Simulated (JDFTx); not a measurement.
A run of JDFTx 1.7.0 (patched build):

The input Ag.in:

```
lattice \
    0.0000000000     3.8602380411     3.8602380411 \
    3.8602380411     0.0000000000     3.8602380411 \
    3.8602380411     3.8602380411     0.0000000000
coords-type Lattice
ion Ag     0.0000000000     0.0000000000     0.0000000000 1

ion-species pseudo/Ag.upf
elec-cutoff 40
elec-ex-corr gga-PBE
kpoint-folding 11 11 11
elec-smearing Fermi 0.0018374661
elec-n-bands 15
electronic-SCF nIterations 100 energyDiffThreshold 1e-09
electronic-minimize nIterations 30 energyDiffThreshold 1e-7
forces-output-coords Cartesian
lattice-minimize nIterations 40 energyDiffThreshold 1e-6

dump-name run.$VAR
dump End Ecomponents EigStats BandEigs Kpoints Forces Stress
```

Potentials or basis: SPMS-PBE-1.0 with smoothed tails.

Command:

```sh
$ jdftx -c 1 -i Ag.in -o Ag.out
```

Hardware: 1 thread of Intel(R) Xeon(R) Platinum 8175M CPU @ 2.50GHz (Skylake/Cascade Lake), on a shared host.

Question: How long does it take, and how much memory?

Answer: Run time: 100 s on 1 thread of Intel(R) Xeon(R) Platinum 8175M CPU @ 2.50GHz (Skylake/Cascade Lake) (shared host), peak memory 0.08 GiB. Counts: scf iterations 50, bands 15, k points 56, plane waves 1389, ion steps 6.
